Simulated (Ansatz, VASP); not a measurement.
**One calculation of KI, two programs**

Contents of INCAR:

```
PREC = Accurate ; ENCUT = 520
EDIFF = 1E-6 ; ISMEAR = -1
SIGMA = 0.02 ; LREAL = F
LASPH = T ; NELM = 80
ALGO = Normal ; ISIF = 2
LWAVE = F ; LCHARG = F
GGA = PE ; NBANDS = 15
```

Contents of KPOINTS:

```
regular mesh
0
Gamma
  6 6 6
```

File POSCAR:

```
KI
1.0
    0.0000000000      3.9658942500      3.9658942500
    3.8024994069      0.0000000000      3.9658942500
    3.8024994069      3.9658942500      0.0000000000
K I
1 1
Direct
    0.0000000000      0.0000000000      0.0000000000
    0.2500000000      0.2500000000      0.2500000000
```

Input for Ansatz:

```yaml
crystal:
  lattice:
    - [0.0, 3.96589425, 3.96589425]
    - [3.8024994069, 0.0, 3.96589425]
    - [3.8024994069, 3.96589425, 0.0]
  atoms:
    - { symbol: K, position: [0.0, 0.0, 0.0] }
    - { symbol: I, position: [0.25, 0.25, 0.25] }
kpoints:
  mp_grid: { grid: [6, 6, 6] }
  band_path:
    path:
      - [0.0, 0.0, 0.0]
      - [-0.5, -0.5, 0.0]
      - [-0.375, -0.375, 0.25]
      - [-0.375, 0.0, 0.375]
      - [0.0, 0.0, 0.5]
      - [-0.5, -0.25, 0.25]
      - [-0.15, 0.0, 0.15]
    npoints: 1
hamiltonian:
  xc: pbe
scf:
  occupations: { method: fermi_dirac, width: 0.02 }
  n_extra_bands: 4
output:
  forces: true
  stress: true
  eigenvalues: true
```

Change from the starting cell: uniaxial_x strain -4.1%.

Alike in both runs: task single point; functional PBE; k mesh 6 × 6 × 6; occupations fermi-dirac, width 0.02 eV; no spin polarisation.

```csv
,VASP,Ansatz
version,VASP 6.6.1,Ansatz 0.2.0
potentials or method,"VASP PAW PBE potentials, release 64 (K_sv, I)","plane waves, PAW"
plane-wave cutoff (eV),520,420
valence electrons in the cell,16,26
```

```tsv
	VASP	Ansatz	Ansatz less VASP
gap on the k mesh at the Fermi level (eV)	3.98	3.98	+0.003
pressure (GPa)	0.6	0.5	-0.03
```

The two sets of potentials don't hold the same shells in valence.

Caveats: spin-orbit coupling is left out, which moves the levels of the heavy elements. A k mesh can miss the band edges.
